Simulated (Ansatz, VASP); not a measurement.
**Two plane-wave programs on Ga**

File INCAR:

```
ALGO = Normal
EDIFF = 1E-6
ENCUT = 520
GGA = RE
ISIF = 2
ISMEAR = -1
LASPH = T
LCHARG = F
LREAL = F
LWAVE = F
NBANDS = 12
NELM = 80
PREC = Accurate
SIGMA = 0.1
```

KPOINTS

```
k-points
0
Gamma
  14 14 14
```

Contents of POSCAR:

```
Ga
1.0
    0.0000000000      2.0779339858      2.0779339858
    2.0779339858      0.0000000000      2.0779339858
    2.0779339858      2.0779339858      0.0000000000
Ga
1
Direct
    0.0000000000      0.0000000000      0.0000000000
```

Input for Ansatz:

```yaml
crystal:
  lattice:
    - [0.0, 2.0779339858, 2.0779339858]
    - [2.0779339858, 0.0, 2.0779339858]
    - [2.0779339858, 2.0779339858, 0.0]
  atoms:
    - { symbol: Ga, position: [0.0, 0.0, 0.0] }
hamiltonian:
  xc: revpbe
  pseudopotentials:
    kind: paw
    azcp:
      Ga: "pseudopotentials/Ga.paw.azcp"
basis:
  ecutwfc: 420
  fft_grid_basis: typed
kpoints:
  mp_grid: { grid: [14, 14, 14], shift: [0, 0, 0] }
magnetization:
  spin_polarized: false
scf:
  occupations: { method: fermi_dirac, width: 0.1 }
  lower_state_search: "off"
output:
  stress: true
```

Alike in both runs: task single point; functional revPBE; k mesh 14 × 14 × 14; occupations fermi-dirac, width 0.1 eV; no spin polarisation.

|  | VASP | Ansatz |
| --- | --- | --- |
| version | VASP 6.6.1 | Ansatz 0.2.0 |
| potentials or method | VASP PAW PBE potentials, release 64 (Ga_d) | plane waves (420 eV) with PAW, scalar-relativistic |
| plane-wave cutoff (eV) | 520 | 420 |
| valence electrons in the cell | 13 | 13 |

Ansatz gave:

| Item | Value |
| --- | --- |
| pressure (GPa) | 4.4 |

Task: What did VASP give for the same quantities?

Result: Pressure (GPa): 4.5.

The functional is the same, so the differences come from potentials, cutoffs and numerics.

Caveats: the PAW data sets were made with another functional, which shifts forces and pressure a little (VASP).
